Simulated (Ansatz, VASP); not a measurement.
# MnS in VASP and in Ansatz

```xyz
2
Lattice="0.0000 2.6122 2.6122 2.6122 0.0000 2.6122 2.6122 2.6122 0.0000" Properties=species:S:1:pos:R:3 pbc="T T T"
Mn    0.0000    0.0000    0.0000
S     2.6122    2.6122    2.6122
```

Alike in both runs: task single point; functional PBE; k mesh 6 × 6 × 6; occupations gaussian, width 0.05 eV; collinear spin; Hubbard terms Mn d U = 4.0 eV.

|  | VASP | Ansatz |
| --- | --- | --- |
| version | VASP 6.6.1 | Ansatz 0.2.0 |
| potentials or method | VASP PAW PBE potentials, release 64 (Mn_pv, S) | scalar-relativistic, plane waves, PAW |
| plane-wave cutoff (eV) | 520 | 420 |
| valence electrons in the cell | 19 | 21 |

```csv
,VASP,Ansatz,Ansatz less VASP
gap on the k mesh at the Fermi level (eV),0.62,1.13,+0.507
least direct gap on the mesh (eV),2.74,2.01,-0.725
pressure (GPa),3.5,-3.7,-7.17
largest component of the traceless stress (GPa),0.00,0.10,+0.099
net moment per atom (μB),2.50,0.50,-2.000
size of the moment on the site where the two differ most (μB),4.60,0.96,-3.641
```

The net moments differ so much that the two runs ended in different magnetic states, which moves the other rows too. Site moments also hang on the region over which each program counts them. The programs project onto different local orbitals, so the same U acts differently. The two sets of potentials don't hold the same shells in valence. Ansatz warned: «specified_occupation_not_kept».

Caveats: a cell with one magnetic atom can't hold antiferromagnetic order, which such compounds often take. A k mesh can miss the band edges. The state reached can hang on the start; a lower one may exist.
